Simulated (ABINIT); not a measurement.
# Bi in ABINIT: the effect of functional

The system is Bi.

```
CELL_PARAMETERS angstrom
2.26750 1.30914 3.93800
-2.26750 1.30914 3.93800
0.00000 -2.61828 3.93800
ATOMIC_POSITIONS crystal
Bi 0.76600 0.76600 0.76600
Bi 0.23400 0.23400 0.23400
```

Alike in all runs:

| Quantity | Value |
| --- | --- |
| Program | ABINIT 10.8.3 (patched build) |
| Task | band structure |
| Potentials or basis | JTH PAW PBE v2.0 |
| Cutoff | 707 eV |
| k mesh | 7 × 7 × 7 |
| Occupations | fermi-dirac, width 0.05 eV |
| Spin | no spin polarisation |

Question: One run gave: pressure 2.6 GPa; largest force 0.23 eV/Å. Which functional did it use?
A. revPBE
B. WC
C. SCAN
D. PW91

Answer: A.

| functional | pressure (GPa) | largest force (eV/Å) |
| --- | --- | --- |
| SCAN | -0.7 | 0.06 |
| revPBE | 2.6 | 0.23 |
| PW91 | 1.5 | 0.20 |
| WC | -0.7 | 0.16 |

Caveats: the PAW data sets were made with another functional, which shifts forces and pressure a little.
